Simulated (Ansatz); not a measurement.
Wanted: the native input for an Ansatz 0.2.0 run.

```yaml
Task: density of states
Functional: exchange-only PBE
Potentials_or_basis: Ansatz PAW
Cutoff: "420 eV (not typed: the program's choice for these potentials)"
k_mesh: 6 × 6 × 6
Occupations: fermi-dirac, width 0.05 eV
Spin: collinear spin, random start
Starting_moments: "[-0.21, 0.57] μB"
```

The system is Al.

```
CELL_PARAMETERS angstrom
3.18244 0.00000 0.00000
0.00000 3.18244 0.00000
0.00000 0.00000 3.18244
ATOMIC_POSITIONS crystal
Al 0.00000 0.00000 0.00000
Al 0.50000 0.50000 0.50000
```

This isn't the form of Al at room conditions, which is fcc.

One way to write it, as run:

input.yaml

```yaml
crystal:
  lattice:
    - [3.18243738, 0.0, 0.0]
    - [0.0, 3.18243738, 0.0]
    - [0.0, 0.0, 3.18243738]
  atoms:
    - { symbol: Al, position: [0.0, 0.0, 0.0], spin: -0.21 }
    - { symbol: Al, position: [0.5, 0.5, 0.5], spin: 0.57 }
hamiltonian:
  xc: { exchange: pbe, correlation: none }
  pseudopotentials: { kind: paw }
magnetization:
  spin_polarized: true
kpoints:
  mp_grid: { grid: [6, 6, 6] }
scf:
  occupations: { method: fermi_dirac, width: 0.05 }
  n_extra_bands: 6
output:
  forces: true
  stress: true
  eigenvalues: true
  dos: { projected: false, de: 0.05, nscf_kmesh: { grid: [9, 9, 9] } }
  write_density: true
  write_potential: true
  elf: true
  volumetric_format: npy
```

Potentials or basis: Ansatz PAW.

Launch:

```bash
$ ansatz run input.yaml --threads 2 --pin off --max-ram 5120MiB --backend cpu --events-out ev --progress --plain --runs-dir out
```

It gave:

```json
{
 "Pressure": "13.1 GPa",
 "Band gap on the k mesh": "none (metal or under the smearing width)",
 "Net moment": "0.00 μB per cell",
 "Absolute moment": "0.00 μB per cell",
 "Density of states at the Fermi level": "0.88 states/eV per cell"
}
```

Caveat: the PAW data sets come from PBE, with cores solved anew for the run's functional, which leaves a small shift of forces and pressure; the starting moments weren't kept.

It took 1.3 s on 2 threads of Arm Neoverse V1, with other jobs on the host, peak memory 0.24 GiB.
